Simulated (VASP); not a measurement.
Wanted: the native input for a VASP 6.6.1 run.

```
Task                   : band structure
Functional             : PBEsol
Potentials or basis    : VASP PAW PBE potentials, release 64 (Cd, As, Ge_d)
Cutoff                 : 520 eV
k mesh                 : 6 × 6 × 6
Occupations            : gaussian, width 0.02 eV
Spin                   : no spin polarisation
Ladder                 : gaps
Further INCAR settings : ALGO = Fast; EDIFF = 1e-06; NBANDS = 46
```

The structure of CdGeAs2 lies in POSCAR:

```
CdGeAs2
1.0
   -2.9888745628      2.9888745628      5.6642966801
    2.9888745628     -2.9888745628      5.6642966801
    2.9888745628      2.9888745628     -5.6642966801
Cd As Ge
2 4 2
Direct
    0.5000000000      0.5000000000      0.0000000000
    0.2500000000      0.7500000000      0.5000000000
    0.0962175700      0.1250000000      0.4712175700
    0.3750000000      0.9037824300      0.0287824300
    0.6537824300      0.6250000000      0.5287824300
    0.8750000000      0.3462175700      0.9712175700
    0.7500000000      0.2500000000      0.5000000000
    0.0000000000      0.0000000000      0.0000000000
```

The cell is a database's computed one.

These files were run (other wordings do the same):

INCAR

```
  PREC = Accurate
  ENCUT = 520
  EDIFF = 1E-6
  ISMEAR = 0
  SIGMA = 0.02
  LREAL = F
  LASPH = T
  NELM = 60
  ALGO = Fast
  ISIF = 2
  LWAVE = F
  LCHARG = F
  GGA = PS
  NBANDS = 46
  KPAR = 2
```

KPOINTS

```
regular mesh
0
Gamma
  6 6 6
```

KPOINTS_OPT

```
path GXYSGZS1NPY1Z,XP
15
line-mode
reciprocal
 0.0000000000  0.0000000000  0.0000000000  G
 0.0000000000  0.0000000000  0.5000000000  X

 0.0000000000  0.0000000000  0.5000000000  X
-0.1392173611  0.1392173611  0.5000000000  Y

-0.1392173611  0.1392173611  0.5000000000  Y
-0.3196086806  0.3196086806  0.3196086806  S

-0.3196086806  0.3196086806  0.3196086806  S
 0.0000000000  0.0000000000  0.0000000000  G

 0.0000000000  0.0000000000  0.0000000000  G
 0.5000000000  0.5000000000 -0.5000000000  Z

 0.5000000000  0.5000000000 -0.5000000000  Z
 0.3196086806  0.6803913194 -0.3196086806  S1

 0.3196086806  0.6803913194 -0.3196086806  S1
 0.0000000000  0.5000000000  0.0000000000  N

 0.0000000000  0.5000000000  0.0000000000  N
 0.2500000000  0.2500000000  0.2500000000  P

 0.2500000000  0.2500000000  0.2500000000  P
 0.5000000000  0.5000000000 -0.1392173611  Y1

 0.5000000000  0.5000000000 -0.1392173611  Y1
 0.5000000000  0.5000000000 -0.5000000000  Z

 0.0000000000  0.0000000000  0.5000000000  X
 0.2500000000  0.2500000000  0.2500000000  P
```

Potentials or basis: VASP PAW PBE potentials, release 64 (Cd, As, Ge_d).

Launch:

```sh
$ cat potpaw_PBE.64/Cd/POTCAR potpaw_PBE.64/As/POTCAR potpaw_PBE.64/Ge_d/POTCAR > POTCAR
$ mpirun -np 2 vasp_std > vasp.out
```

Results of the run:

```yaml
Pressure: -0.5 GPa
Largest_force: 0.170 eV/Å
Band_gap_on_the_k_mesh: 0.19 eV, indirect (least direct gap 0.21 eV)
Band_gap_along_the_path: 0.02 eV, indirect (least direct gap 0.09 eV)
```

Caveat: the PAW data sets were made with another functional, which shifts forces and pressure a little; the mesh misses the band edges, which the band path finds closer together.

Run time: 8.4 min on 2 MPI ranks on Intel(R) Xeon(R) 6975P-C (Granite Rapids) (shared host), peak memory 0.56 GiB a rank.
